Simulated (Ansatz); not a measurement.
## Anharmonic phonons and stability of RbBr (Fm-3m)

How do the phonons of RbBr change with temperature at fixed cell?

Calculated with Ansatz 0.2.0; DFT PBE, scalar-relativistic, plane waves, PAW; PAW set soft_1.

Most raw output is cut from this account.

The database entry behind the starting cell differs from later determinations by our own check (about 0.5 % short), so it need not match the best structure at ambient conditions.

## Step 1: Set-up

Symmetry: Fm-3m, No. 225, cubic system. The conventional cell has a = 6.854 Å, b = 6.854 Å, c = 6.854 Å, α = 90.00°, β = 90.00°, γ = 90.00°. Nearest to Rb lie 6 Br at 3.43 Å. Nearest to Br lie 6 Rb at 3.43 Å. Farther neighbours and most contacts between anions are not listed.

## Step 2: A first coarse run

Before spending time, one coarse run tells the gap and the pressure of the starting cell.

input.yaml

```yaml
crystal:
  lattice:
    - [0.0, 3.427, 3.427]
    - [3.427, 0.0, 3.427]
    - [3.427, 3.427, 0.0]
  atoms:
    - { symbol: Rb, position: [0.0, 0.0, 0.0] }
    - { symbol: Br, position: [0.5, 0.5, 0.5] }
kpoints:
  mp_grid: { grid: [4, 4, 4] }
hamiltonian:
  xc: pbe
  pseudopotentials: { kind: paw, azcp: { folder: soft_1 } }
scf:
  occupations: { method: gaussian, width: 0.1 }
  lower_state_search: "off"
output:
  forces: true
  stress: true
  eigenvalues: true
```

On the command line:

```bash
ansatz run input.yaml --threads 8 --pin off --max-ram 16384MiB --backend cpu --events-out ev --progress --plain --runs-dir out
```

Run time: 0.29 s. Hardware: 8 threads of Arm Neoverse V1, shared host; peak memory 0.32 GiB; 1.2 s of CPU time.

A gap read on the k-mesh alone can miss the band edges.

This step gave:

- pressure: 1.004 GPa
- gap on the k-mesh: 4.364 eV
- volume per atom: 40.25 Å³/atom

The start is under 1.0 GPa at this level and looks like an insulator or semiconductor on this mesh.

## Step 3: Finding the static equilibrium

Phonons are second derivatives about a minimum, so cell and atoms are relaxed first, inside the symmetry of the start.

input.yaml, the sections that differ from step 2:

```yaml
kpoints:
  mp_grid: { grid: [6, 6, 6] }
scf:
  occupations: { method: gaussian, width: 0.02 }
  lower_state_search: "off"
output:
  forces: true
  stress: true
  eigenvalues: true
  write_density: true
  write_potential: true
  elf: true
  volumetric_format: npy
relax:
  adjacent_minimum: "off"
  f_tol: 0.005
  max_steps: 80
  cell: { stress_tol: 0.05 }
# crystal, hamiltonian: as in step 2
```

Run time: 1.5 s. Hardware: 8 threads; peak memory 0.38 GiB; 8.5 s of CPU time.

Relaxation path:

```csv
step,energy less that of the first step (eV),largest force component (eV/Å),pressure (GPa),volume (Å³)
1,0.0000,0.0000,1.00,80.50
2,-0.0121,0.0000,0.51,83.08
3,-0.0171,0.0000,0.06,85.98
4,-0.0172,0.0000,0.00,86.38
5*,-0.0172,0.0000,0.00,86.38
```

Relaxation steps marked * repeat the geometry before them on a plane-wave basis chosen anew for their cell, so energy and pressure can jump there.

The run keeps the 48 symmetry operations that it works with, so distortions that break them were not tested.

```csv
"conventional cell, symmetrised",before,after,change
a (Å),6.854,7.017,+2.4 %
b (Å),6.854,7.017,+2.4 %
c (Å),6.854,7.017,+2.4 %
volume (Å³/atom),40.25,43.19,+7.3 %
```

Final coordinates:

```xyz
2
Lattice="0.0000 3.5085 3.5085 3.5085 0.0000 3.5085 3.5085 3.5085 0.0000" Properties=species:S:1:pos:R:3 pbc="T T T"
Rb    0.0000    0.0000    0.0000
Br    3.5085    3.5085    3.5085
```

Numbers from this step:

- pressure: 0.004996 GPa
- gap on the k-mesh: 4.191 eV
- volume per atom: 43.19 Å³/atom

Electrostatic potential energy in the ac plane of the conventional cell at fractional y = 0.000, with atoms of Rb and Br within 0.2 Å of it. With pseudopotentials it is smooth inside the atoms' cores, unlike the true potential.

Values in eV, 11 rows by 16 columns, each cell a mean:
```
-82 -42  -4   4   6   4 -16 -48 -53 -30  -1   6   5   0 -22 -73
 -8  -2   3   5   6   6   4  -2  -4   2   6   7   6   4   0  -6
  5   5   6   6   6   6   6   5   5   6   6   6   6   6   5   5
  1   4   6   7   6   5   2  -1  -2   1   4   6   6   7   5   2
-42 -21   1   6   5   1 -14 -54 -64 -29  -2   4   6   4 -10 -36
-65 -42  -4   5   5  -1 -35 -93 -96 -63  -7   3   6   2 -25 -60
-27 -11   3   6   5   2  -7 -33 -41 -16   0   4   6   5  -4 -23
  4   5   6   7   6   5   4   2   2   3   5   6   6   7   6   5
  3   4   5   6   6   7   6   5   5   6   6   7   6   6   5   4
-21  -7   1   5   6   6   1 -12 -15  -4   5   6   6   3  -3 -16
-94 -56  -6   3   6   3 -22 -56 -62 -38  -3   6   5  -1 -30 -87
```
Columns run along a (7.0 Å; values clipped at the 3rd and 97th percentile), rows up along c (7.0 Å), edges of the conventional cell, whose origin can differ from the input's. Atoms in or near the plane, at fractional coordinates: Rb at (0.00, 0.00), Rb at (0.50, 0.50), Br at (0.50, 0.00), Br at (0.00, 0.50).

ELF in the ac plane of the conventional cell at fractional y = 0.000, with atoms of Rb and Br within 0.2 Å of it. It is the smooth field of the valence electrons, not physical close to the nuclei.

Ten even steps from '0' (0.01) to '9' (0.87), each cell a mean:
```
38961279831699503895
99950279988998402799
98620158999997300478
33100035777764100023
00000001222211000000
54420000011100001345
99862002566531014789
99984016999983016999
58994038986995127996
05995039931696127981
16995038953896127983
89984027999995027998
99973004789862015899
77641000233310003577
22110000000000000122
11000013455442000001
65310147899986200256
99830169999998401699
69951279965899403898
16961279810599503993
```
Columns run along a (7.0 Å), rows up along c (7.0 Å), edges of the conventional cell, whose origin can differ from the input's. Atoms in or near the plane, at fractional coordinates: Rb at (0.00, 0.00), Rb at (0.50, 0.50), Br at (0.50, 0.00), Br at (0.00, 0.50).

Valence density in the ac plane of the conventional cell at fractional y = 0.000, with atoms of Rb and Br within 0.2 Å of it. It is the smooth field of the valence electrons, not physical close to the nuclei.

Values in e/Å³, 11 rows by 16 columns, each cell a mean:
```
1.8 1.5 0.5 0.1 0.1 0.3 0.9 0.9 0.8 1.0 0.5 0.1 0.1 0.2 1.1 1.8
0.6 0.3 0.1 0.0 0.0 0.1 0.3 0.5 0.6 0.4 0.2 0.1 0.0 0.1 0.2 0.5
0.1 0.1 0.0 0.0 0.0 0.0 0.1 0.1 0.1 0.1 0.0 0.0 0.0 0.0 0.0 0.1
0.4 0.2 0.1 0.0 0.0 0.0 0.1 0.3 0.3 0.2 0.1 0.0 0.0 0.1 0.2 0.3
0.9 0.9 0.4 0.1 0.1 0.2 0.8 1.6 1.7 1.2 0.4 0.1 0.1 0.2 0.7 1.0
0.2 1.1 0.6 0.2 0.1 0.3 1.4 1.8 1.6 1.8 0.6 0.1 0.1 0.4 1.0 0.6
1.0 0.7 0.3 0.1 0.0 0.1 0.6 1.3 1.4 0.9 0.2 0.1 0.1 0.2 0.6 0.9
0.2 0.2 0.1 0.0 0.0 0.0 0.1 0.2 0.2 0.1 0.0 0.0 0.0 0.1 0.1 0.2
0.1 0.1 0.0 0.0 0.0 0.0 0.1 0.1 0.1 0.1 0.1 0.0 0.0 0.0 0.1 0.1
1.0 0.6 0.2 0.0 0.0 0.1 0.4 0.7 0.8 0.6 0.2 0.1 0.0 0.1 0.4 0.9
1.7 1.7 0.6 0.1 0.1 0.3 1.0 0.7 0.4 1.0 0.5 0.1 0.1 0.3 1.3 1.9
```
Columns run along a (7.0 Å), rows up along c (7.0 Å), edges of the conventional cell, whose origin can differ from the input's. Atoms in or near the plane, at fractional coordinates: Rb at (0.00, 0.00), Rb at (0.50, 0.50), Br at (0.50, 0.00), Br at (0.00, 0.50).

The relaxation ends with a pressure of 0.00 GPa.

## Step 4: Relaxing to small residual forces and stress

The relaxation is repeated with tighter thresholds on force and stress, since phonons are sensitive to what is left; a change of mesh or smearing in the input moves the cell too.

input.yaml, the sections that differ from step 3:

```yaml
crystal:
  lattice:
    - [0.0, 3.5085153886, 3.5085153886]
    - [3.5085153886, 0.0, 3.5085153886]
    - [3.5085153886, 3.5085153886, 0.0]
  atoms:
    - { symbol: Rb, position: [0.0, 0.0, 0.0] }
    - { symbol: Br, position: [0.5, 0.5, 0.5] }
scf:
  occupations: { method: fixed }
  lower_state_search: "off"
output:
  forces: true
  stress: true
  eigenvalues: true
relax:
  adjacent_minimum: "off"
  f_tol: 0.001
  max_steps: 60
  cell: { stress_tol: 0.01 }
# kpoints, hamiltonian: as in step 3
```

It took 0.68 s on 8 threads; peak memory 0.36 GiB; 3.6 s of CPU time.

Little changed from the start: no atom moved by 0.005 Å and no cell edge by 0.1 %.

The residual pressure is 0.0050 GPa, small enough for phonons.

## Step 5: A faulty attempt

This input was changed on purpose, to see how the program answers.

input.yaml, the sections that differ from step 4:

```yaml
kpoints:
  mp_grid: { grid: [4, 4, 4] }
scf:
  occupations: { method: fixed }
  lower_state_search: "off"
  max_iter: 50
output:
  eigenvalues: true
phonons:
  supercell: [2, 2, 2]
  dielectric: false
  self_consistent: { temperatures: [-100] }
# crystal, hamiltonian: as in step 4
# relax: removed
```

Elapsed: 0.03 s, on 8 threads; peak memory 0.032 GiB.

The input was rejected at the start.

The program's message: “Error: invalid value for `phonons.self_consistent.temperatures`: every temperature must be finite and ≥ 0; got -100 K”

The fault put into the input: a negative temperature.

## Step 6: Sampling the crystal at temperature

Displacements are drawn from a Gaussian whose width depends on temperature, the forces on them update the Gaussian until it is self-consistent, and the free energy's curvature decides stability.

input.yaml, the sections that differ from step 5:

```yaml
scf:
  occupations: { method: fixed }
  lower_state_search: "off"
output:
  stress: true
  eigenvalues: true
phonons:
  method: fd
  dielectric: false
  supercell: [2, 2, 2]
  temperatures: { t_max: 1000, t_step: 50 }
  qpath:
    path:
      - [[0.0, 0.0, 0.0], [0.5, 0.0, 0.5], [0.625, 0.25, 0.625]]
      - [[0.375, 0.375, 0.75], [0.0, 0.0, 0.0], [0.5, 0.5, 0.5], [0.5, 0.25, 0.75], [0.5, 0.0, 0.5]]
    npoints: 10
  self_consistent:
    temperatures: [50.0, 200.0, 400.0, 500.0]
    max_frames: 96
    max_frequency_error: 3.0
# crystal, kpoints, hamiltonian: as in step 5
```

The job ended after 2.7 min (8 threads; peak memory 2.2 GiB).

This step gave:

```
point group                     : m-3m
frames solved                   : 32
pressure of the lattice at rest : 0.006332 GPa
```

50 K; each column in its own order of rank; one wavevector of each set of like ones; translations left out; no LO-TO term. Modes at 50K, by row:

```csv
q1,q2,q3,rank,harmonic (cm⁻¹),gaussian (cm⁻¹),gaussian error (cm⁻¹),hessian (cm⁻¹),hessian error (cm⁻¹),path integral (cm⁻¹),path integral error (cm⁻¹)
0,0,0,1,76.2,77.7,0,76.5,0.1,76.2,0.1
0,0,0,2,76.2,77.7,0,76.5,0.1,76.2,0.1
0,0,0,3,76.2,77.7,0,76.5,0.1,76.2,0.1
0,0,0.5,1,55.8,56.8,0,55.8,0,55.7,0.1
0,0,0.5,2,55.8,56.8,0,55.8,0,55.7,0.1
0,0,0.5,3,60.3,61.3,0,60.2,0,60.2,0.1
0,0,0.5,4,60.3,61.3,0,60.2,0,60.2,0.1
0,0,0.5,5,83.3,83.9,0,83.2,0,83.2,0.1
0,0,0.5,6,87.1,87.7,0,87,0,87.1,0.1
0,0.5,0.5,1,32.9,32.6,0,32.6,0,32.6,0
0,0.5,0.5,2,32.9,32.6,0,32.6,0,32.6,0
0,0.5,0.5,3,59.5,59.1,0,59.1,0,59.1,0
0,0.5,0.5,4,78.3,80,0,78.8,0,78.9,0.1
0,0.5,0.5,5,78.3,80,0,78.8,0,78.9,0.1
0,0.5,0.5,6,81.4,83.2,0,82.1,0.1,82,0.1
```

200 K; each column in its own order of rank; one wavevector of each set of like ones; translations left out; no LO-TO term. Modes at 200K, by row:

```
q1   q2   q3  rank  harmonic (cm⁻¹)  gaussian (cm⁻¹)  gaussian error (cm⁻¹)  hessian (cm⁻¹)  hessian error (cm⁻¹)  path integral (cm⁻¹)  path integral error (cm⁻¹)
 0    0    0     1             76.2             80.3                    0.2            75.7                   0.2                  75.1                         0.3
 0    0    0     2             76.2             80.3                    0.2            75.7                   0.2                  75.1                         0.3
 0    0    0     3             76.2             80.3                    0.2            75.7                   0.2                  75.1                         0.3
 0    0  0.5     1             55.8             58.6                      0            54.8                   0.1                  54.6                         0.2
 0    0  0.5     2             55.8             58.6                      0            54.8                   0.1                  54.6                         0.2
 0    0  0.5     3             60.3               63                    0.1              59                   0.2                  58.7                         0.2
 0    0  0.5     4             60.3               63                    0.1              59                   0.2                  58.7                         0.2
 0    0  0.5     5             83.3             85.1                    0.1            82.6                   0.1                  82.4                         0.2
 0    0  0.5     6             87.1             88.7                    0.1            86.3                   0.2                    86                         0.2
 0  0.5  0.5     1             32.9               32                    0.1            31.9                   0.1                  31.9                         0.1
 0  0.5  0.5     2             32.9               32                    0.1            31.9                   0.1                  31.9                         0.1
 0  0.5  0.5     3             59.5             58.5                    0.1            58.4                   0.1                  58.4                         0.1
 0  0.5  0.5     4             78.3             82.9                      0            78.6                   0.1                  78.6                         0.2
 0  0.5  0.5     5             78.3             82.9                      0            78.6                   0.1                  78.6                         0.2
 0  0.5  0.5     6             81.4             86.4                    0.2            82.4                   0.3                  82.2                         0.3
```

400 K; each column in its own order of rank; one wavevector of each set of like ones; translations left out; no LO-TO term. Modes at 400K, by row:

| q1 | q2 | q3 | rank | harmonic (cm⁻¹) | gaussian (cm⁻¹) | gaussian error (cm⁻¹) | hessian (cm⁻¹) | hessian error (cm⁻¹) | path integral (cm⁻¹) | path integral error (cm⁻¹) |
| --- | --- | --- | --- | --- | --- | --- | --- | --- | --- | --- |
| 0 | 0 | 0 | 1 | 76.2 | 83.6 | 0.1 | 75.2 | 0.2 | 74.7 | 0.5 |
| 0 | 0 | 0 | 2 | 76.2 | 83.6 | 0.1 | 75.2 | 0.2 | 74.7 | 0.5 |
| 0 | 0 | 0 | 3 | 76.2 | 83.6 | 0.1 | 75.2 | 0.2 | 74.7 | 0.5 |
| 0 | 0 | 0.5 | 1 | 55.8 | 60.7 | 0 | 54 | 0.2 | 53.5 | 0.3 |
| 0 | 0 | 0.5 | 2 | 55.8 | 60.7 | 0 | 54 | 0.2 | 53.5 | 0.3 |
| 0 | 0 | 0.5 | 3 | 60.3 | 65.1 | 0.2 | 58.1 | 0.3 | 57.2 | 0.4 |
| 0 | 0 | 0.5 | 4 | 60.3 | 65.1 | 0.2 | 58.1 | 0.3 | 57.2 | 0.4 |
| 0 | 0 | 0.5 | 5 | 83.3 | 86.8 | 0.2 | 82.1 | 0.3 | 82 | 0.3 |
| 0 | 0 | 0.5 | 6 | 87.1 | 90 | 0.1 | 85.5 | 0.2 | 84.8 | 0.5 |
| 0 | 0.5 | 0.5 | 1 | 32.9 | 31.2 | 0.1 | 31 | 0.1 | 30.6 | 0.3 |
| 0 | 0.5 | 0.5 | 2 | 32.9 | 31.2 | 0.1 | 31 | 0.1 | 30.6 | 0.3 |
| 0 | 0.5 | 0.5 | 3 | 59.5 | 57.9 | 0.1 | 57.7 | 0.1 | 57.3 | 0.2 |
| 0 | 0.5 | 0.5 | 4 | 78.3 | 86.5 | 0.1 | 78.7 | 0.2 | 78.6 | 0.3 |
| 0 | 0.5 | 0.5 | 5 | 78.3 | 86.5 | 0.1 | 78.7 | 0.2 | 78.6 | 0.3 |
| 0 | 0.5 | 0.5 | 6 | 81.4 | 90.1 | 0.2 | 82.8 | 0.3 | 81.9 | 0.7 |

500 K; each column in its own order of rank; one wavevector of each set of like ones; translations left out; no LO-TO term. Modes at 500K, by row:

```csv
q1,q2,q3,rank,harmonic (cm⁻¹),gaussian (cm⁻¹),gaussian error (cm⁻¹),hessian (cm⁻¹),hessian error (cm⁻¹),path integral (cm⁻¹),path integral error (cm⁻¹)
0,0,0,1,76.2,85.1,0.3,74.9,0.7,74.3,0.5
0,0,0,2,76.2,85.1,0.3,74.9,0.7,74.3,0.5
0,0,0,3,76.2,85.1,0.3,74.9,0.7,74.3,0.5
0,0,0.5,1,55.8,61.6,0.1,53.6,0.6,53,0.5
0,0,0.5,2,55.8,61.6,0.1,53.6,0.6,53,0.5
0,0,0.5,3,60.3,66,0.4,57.7,0.9,56.9,0.4
0,0,0.5,4,60.3,66,0.4,57.7,0.9,56.9,0.4
0,0,0.5,5,83.3,87.6,0.4,82,0.5,82,0.5
0,0,0.5,6,87.1,90.5,0.2,85.2,0.5,84.6,1
0,0.5,0.5,1,32.9,30.9,0.2,30.7,0.2,30.1,0.5
0,0.5,0.5,2,32.9,30.9,0.2,30.7,0.2,30.1,0.5
0,0.5,0.5,3,59.5,57.6,0.2,57.4,0.2,56.8,0.5
0,0.5,0.5,4,78.3,88.1,0.3,78.8,0.6,78.3,0.5
0,0.5,0.5,5,78.3,88.1,0.3,78.8,0.6,78.3,0.5
0,0.5,0.5,6,81.4,91.8,0.3,83,0.5,82.5,0.9
```

By temperature, by row:

```
T (K)  verdict  pressure (GPa)  error (GPa)  vibrational free energy (eV/cell)  entropy (J/mol-cell/K)  free energy beyond the Gaussian (eV/cell)  mean-square displacement of the first Rb, sum over three axes, rings (Å²)  rings doubtful
   50   stable          0.1034       0.0016                            0.01807                   25.49                                   -9.48e-5                                                                    0.01523           false
  200   stable          0.2839       0.0074                           -0.07493                   83.21                                   -0.00151                                                                    0.05301           false
  400   stable          0.5184       0.0086                            -0.2833                   114.2                                    -0.0058                                                                     0.1109           false
  500   stable          0.6279        0.011                            -0.4071                   124.2                                   -0.00828                                                                     0.1425           false
```

Table of lowest frequency on the supercell's wavevectors (translations apart) by temperature:

| temperature (K) | harmonic (cm⁻¹) | gaussian (cm⁻¹) | hessian (cm⁻¹) | path integral (cm⁻¹) |
| --- | --- | --- | --- | --- |
| 50 | 32.9 | 32.6 | 32.6 | 32.6 |
| 200 | 32.9 | 32.0 | 31.9 | 31.9 |
| 400 | 32.9 | 31.2 | 31.0 | 30.6 |
| 500 | 32.9 | 30.9 | 30.7 | 30.1 |

Free-energy Hessian at 500 K, interpolated by phonopy, no LO-TO term. The phonon branches at the labelled points (cm⁻¹):

```csv
point,branch 1,branch 2,branch 3,branch 4,branch 5,branch 6
Γ,0,0,0,75,75,75
halfway,26,26,60,68,78,78
X,31,31,57,79,79,83
halfway,33,38,56,77,79,83
U,39,53,53,71,80,83
jump to K,39,53,54,71,80,83
halfway,33,39,61,64,79,80
Γ,0,0,0,75,75,75
halfway,30,30,53,71,71,83
L,54,54,58,58,82,85
halfway,48,49,63,63,81,82
W,48,48,61,62,82,82
halfway,37,43,55,74,80,83
X,31,31,57,79,79,83
```

The lowest frequency on the supercell's wavevectors (translations apart) is 32.9 cm⁻¹ at 200 K (harmonic); 32.0 cm⁻¹ at 200 K (gaussian); 31.9 cm⁻¹ at 200 K (hessian). The highest branch reaches 86.8 cm⁻¹ on this path, between Γ and L.

## Step 7: Results

```yaml
50_k: stable; softest mode 32.6 cm⁻¹ (harmonic 32.9); pressure 0.103 GPa
200_k: stable; softest mode 31.9 cm⁻¹ (harmonic 32.9); pressure 0.284 GPa
400_k: stable; softest mode 31.0 cm⁻¹ (harmonic 32.9); pressure 0.518 GPa
500_k: stable; softest mode 30.7 cm⁻¹ (harmonic 32.9); pressure 0.628 GPa
```

At fixed cell RbBr is judged stable at 50 K, stable at 200 K, stable at 400 K and stable at 500 K. The crystal is harmonically stable on these wavevectors; at fixed cell its lowest frequency is 32.9 cm⁻¹ in the harmonic picture and 30.7 cm⁻¹ from the free energy at 500 K. At 500 K the largest relative shift among harmonically stable modes above 20 cm⁻¹ that exceeds three times its error is at q = (0, 0.5, 0.5): 32.9 cm⁻¹ becomes 30.7 ± 0.2 cm⁻¹, matching modes by rank. The pressure column includes 0.0063 GPa of the lattice at rest on the supercell's coarser k-mesh; in the Gaussian the ions' motion adds +0.62 GPa at 500 K, from the supercell's own modes alone. The cell is held fixed, the 16-atom supercell samples only its own wavevectors, and LO–TO splitting and linewidths are not included; the verdicts are statistical. The cell of these runs is 7 % larger in volume than the database cell; frequencies and all that rests on them shift with it.

[Logs are printed without paths, hosts, clocks, repeated set-up lines and the standing remarks that a program may print on its own settings, such as how far it seeks lower states.]

[Hosts, paths, dates, database ids (printed as entryN), source tags and the programs' standing remarks are cut or masked in the printed files.]

[A step with changed settings may run another functional than the one named; its input shows which.]
